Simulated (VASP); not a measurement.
Write the native input for VASP 6.6.1 that does the following.

```
Task                   : single point
Functional             : r2SCAN
Potentials or basis    : VASP PAW PBE potentials, release 64 (Sr_sv)
Cutoff                 : 520 eV
k mesh                 : 12 × 12 × 12
Occupations            : gaussian, width 0.05 eV
Spin                   : no spin polarisation
Dipole correction      : no
Further INCAR settings : ALGO = Normal; EDIFF = 1e-06
```

Sr:

```
Sr
1.0
    -2.40317    2.40317    2.40317
     2.40317   -2.40317    2.40317
     2.40317    2.40317   -2.40317
Sr
1
Cartesian
  0.0000 0.0000 0.0000
```

The cell was built by a generator and needn't be a form met in nature.

One way to write it, as run:

POSCAR

```
Sr
1.0
   -2.4031701943      2.4031701943      2.4031701943
    2.4031701943     -2.4031701943      2.4031701943
    2.4031701943      2.4031701943     -2.4031701943
Sr
1
Direct
    0.0000000000      0.0000000000      0.0000000000
```

INCAR.step1

```
SYSTEM = Sr
PREC = Accurate
ENCUT = 520
ISMEAR = -5
SIGMA = 0.05
LREAL = .False.
LASPH = .True.
NELM = 100
GGA = PE
ALGO = Normal
EDIFF = 1E-4
LWAVE = .True.
LCHARG = .False.
```

INCAR.step2

```
SYSTEM = Sr
PREC = Accurate
ENCUT = 520
EDIFF = 1E-6
ISMEAR = 0
SIGMA = 0.05
LREAL = .False.
LASPH = .True.
NELM = 100
ALGO = Normal
ISIF = 2
LWAVE = .False.
LCHARG = .False.
METAGGA = R2SCAN
LMIXTAU = .True.
LORBIT = 10
ISTART = 1
```

KPOINTS

```
Automatic mesh
0
Gamma
  12 12 12
  0 0 0
```

Potentials or basis: VASP PAW PBE potentials, release 64 (Sr_sv).

Run with:

```bash
$ cat potpaw_PBE.64/Sr_sv/POTCAR > POTCAR
$ cp INCAR.step1 INCAR
$ mpirun -np 1 vasp_std > vasp.out
$ cp INCAR.step2 INCAR
$ mpirun -np 1 vasp_std > vasp.out
```

Results of the run:

* Pressure: 0.0 GPa
* Band gap on the k mesh: none (metal or under the smearing width)
* Valence electrons inside the program's atomic spheres: Sr 7.99

Caveat: the PAW data sets were made with another functional, which shifts forces and pressure a little.

It took 36 s on 1 thread of Intel(R) Xeon(R) 6975P-C (Granite Rapids), with other jobs on the host, peak memory 0.2 GiB.
